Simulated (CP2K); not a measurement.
Sb in CP2K: convergence with cutoff ry

Input of the first run (cutoff ry 90 Ry); the others differ in this setting and in those tied to it:

Contents of sb_converge.inp:

```
&GLOBAL
  PROJECT sb_converge
  RUN_TYPE ENERGY_FORCE
  PRINT_LEVEL LOW
&END GLOBAL
&FORCE_EVAL
  METHOD QS
  STRESS_TENSOR ANALYTICAL
  &DFT
    BASIS_SET_FILE_NAME BASIS_MOLOPT_UZH
    POTENTIAL_FILE_NAME GTH_POTENTIALS
    &MGRID
      CUTOFF 90
      REL_CUTOFF 60
      NGRIDS 5
    &END MGRID
    &QS
      METHOD GPW
      EPS_DEFAULT 1.0E-10
    &END QS
    &KPOINTS
      SCHEME MONKHORST-PACK 8 7 8
      GAMMA_CENTERED T
      SYMMETRY T
      SYMMETRY_BACKEND SPGLIB
    &END KPOINTS
    &SCF
      SCF_GUESS ATOMIC
      EPS_SCF 1.0E-6
      MAX_SCF 100
      ADDED_MOS 8
      CHOLESKY OFF
      EPS_EIGVAL 1.0E-7
      &DIAGONALIZATION ON
        ALGORITHM STANDARD
      &END DIAGONALIZATION
      &MIXING ON
        METHOD BROYDEN_MIXING
        ALPHA 0.4
        BETA 1.5
        NBUFFER 8
      &END MIXING
      &SMEAR ON
        METHOD FERMI_DIRAC
        ELECTRONIC_TEMPERATURE [K] 300.557
      &END SMEAR
    &END SCF
    &XC
      &XC_FUNCTIONAL
        &LDA_X
        &END LDA_X
        &LDA_C_PW
        &END LDA_C_PW
      &END XC_FUNCTIONAL
    &END XC
    &PRINT
      &KPOINTS ON
      &END KPOINTS
      &MULLIKEN ON
      &END MULLIKEN
      &MO ON
        ENERGIES T
        OCCUPATION_NUMBERS T
        &EACH
          QS_SCF 0
        &END EACH
        ADD_LAST NUMERIC
      &END MO
    &END PRINT
  &END DFT
  &SUBSYS
    &CELL
      ABC 3.4741360625 3.5288888369 3.3341287644
      ALPHA_BETA_GAMMA 59.2288161411 55.8731937886 54.6863201641
      PERIODIC XYZ
    &END CELL
    &COORD
      SCALED
      Sb  0.0003220000 0.0041120000 0.0055780000
    &END COORD
    &KIND Sb
      BASIS_SET TZVP-MOLOPT-PBE-GTH-q5
      POTENTIAL GTH-PADE-q5
    &END KIND
    &PRINT
      &ATOMIC_COORDINATES ON
      &END ATOMIC_COORDINATES
      &CELL ON
      &END CELL
    &END PRINT
  &END SUBSYS
  &PRINT
    &FORCES ON
    &END FORCES
    &STRESS_TENSOR ON
    &END STRESS_TENSOR
  &END PRINT
&END FORCE_EVAL
```

Potentials or basis: GTH_POTENTIALS Sb GTH-PADE-q5; TZVP-MOLOPT-PBE-GTH basis.

Run with:

```bash
$ OMP_NUM_THREADS=1 cp2k.psmp -i sb_converge.inp -o sb_converge.out
```

The cell isn't the ideal one: cell strained at random at fixed volume.

This isn't the form of Sb at room conditions, which is rhombohedral.

Hardware: 1 thread of Arm Neoverse V1, on a shared host.

```tsv
cutoff ry	energy less the tightest run, at zero smearing (meV/atom)	SCF cycles	CPU time (s)	peak memory (GiB)
90 Ry	0.00	11	14	0.17
140 Ry	0.00	11	12	0.17
190 Ry	0.00	11	12	0.17
250 Ry	0.00	11	13	0.18
320 Ry	0.00	11	15	0.19
380 Ry	0.00	11	15	0.21
450 Ry	0.00	11	12	0.21
560 Ry	0.00	11	13	0.24
720 Ry	0.00	11	13	0.27
```

Against the tightest run, the energy stays within 1 meV/atom from 90 Ry on. The tightest run that finished is the yardstick and may itself not be fully converged.

Caveat, for the tightest run too: the basis of atomic orbitals isn't converged, which shifts pressures, moduli and gaps. Spin-orbit coupling is left out, which matters for the levels of Sb.
